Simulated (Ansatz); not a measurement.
**BaS (antiNiAs): other levels of theory at one geometry**

An exercise on one series of results from a longer session: the logs are not shown, and one member is left open.

Program: Ansatz 0.2.0. Level of theory: DFT at several levels, plane waves, PAW. These are calculated values, not measurements.

1 further run of the same task is left out (set aside as unsound or not needed). Runs told in other sessions of the task aren't counted.

## The structure to begin with

It takes space group P6_3/mmc (No. 194, hexagonal). Conventional cell: a = 4.412 Å, b = 4.412 Å, c = 7.754 Å, α = 90.00°, β = 90.00°, γ = 120.00°. Ba (site symmetry -6m2) has 6 S at 3.20 Å in its first shell of neighbours. S (site symmetry -3m) has 6 Ba at 3.20 Å in its first shell of neighbours.

Coordinates:

```
CELL_PARAMETERS angstrom
4.41238 0.00000 0.00000
-2.20619 3.82124 0.00000
0.00000 0.00000 7.75391
ATOMIC_POSITIONS crystal
Ba 0.33333 0.66667 0.25000
Ba 0.66667 0.33333 0.75000
S 0.00000 0.00000 0.00000
S 0.00000 0.00000 0.50000
```

An earlier run at PBE left this cell at 32.684 Å³/atom and 0.00 GPa (8×8×6 mesh), gap on the mesh 1.98 eV.

Levels to run: PBE+SOC; r²SCAN; PBEsol; LDA; HSE06. Hardware: 2 threads of Arm Neoverse V2, shared host.

The first run:

Input file input.yaml:

```yaml
crystal:
  lattice:
    - [4.4123825862, 0.0, 0.0]
    - [-2.2061912931, 3.8212354109, 0.0]
    - [0.0, 0.0, 7.7539147376]
  atoms:
    - { symbol: Ba, position: [0.3333333333, 0.6666666667, 0.25] }
    - { symbol: Ba, position: [0.6666666667, 0.3333333333, 0.75] }
    - { symbol: S, position: [0.0, 0.0, 0.0] }
    - { symbol: S, position: [0.0, 0.0, 0.5] }
basis:
  ecutwfc: 420
  ecutrho_ratio: 4
kpoints:
  mp_grid: { grid: [8, 8, 6] }
hamiltonian:
  xc: pbe
scf:
  occupations: { method: gaussian, width: 0.05 }
output:
  forces: true
  stress: true
  eigenvalues: true
  populations: true
  dos: { projected: true, de: 0.02 }
  write_density: true
  write_potential: true
  elf: true
  volumetric_format: npy
magnetization:
  noncollinear: true
  spin_orbit: true
```

The run is started by

```
$ ansatz run input.yaml --threads 2 --pin off --max-ram 2662MiB --backend cpu --events-out ev --progress --plain --runs-dir out
```

Among the steps run: PBE+SOC; r²SCAN; PBEsol; LDA; HSE06.

One of the session's tables, all rows but one given; the rest of the session is left out.

```
  level  gap on the mesh (eV)  pressure (GPa)
    PBE                  1.98             0.0
    LDA                     ?               ?
 PBEsol                  1.86            -2.0
PBE+SOC                  1.98             0.0
 r²SCAN                  2.28             0.0
  HSE06                  2.84            -0.4
```

**Question.** Estimate the row for LDA.

**Answer.** gap on the mesh (eV): 1.77; pressure (GPa): -3.3. In the column «gap on the mesh (eV)» it is the lowest.

The pressure runs from -3.3 GPa (LDA) to 0.0 GPa (PBE); a negative pressure means that level wants a smaller cell, a positive one a larger cell. The gap is widest with HSE06 (2.84 eV) and narrowest with LDA (1.77 eV). Total energies of different levels have different zeros and can't be compared.

Limits of these values: Warnings in the runs' records: stress scf threshold loose, stress exchange threshold loose.
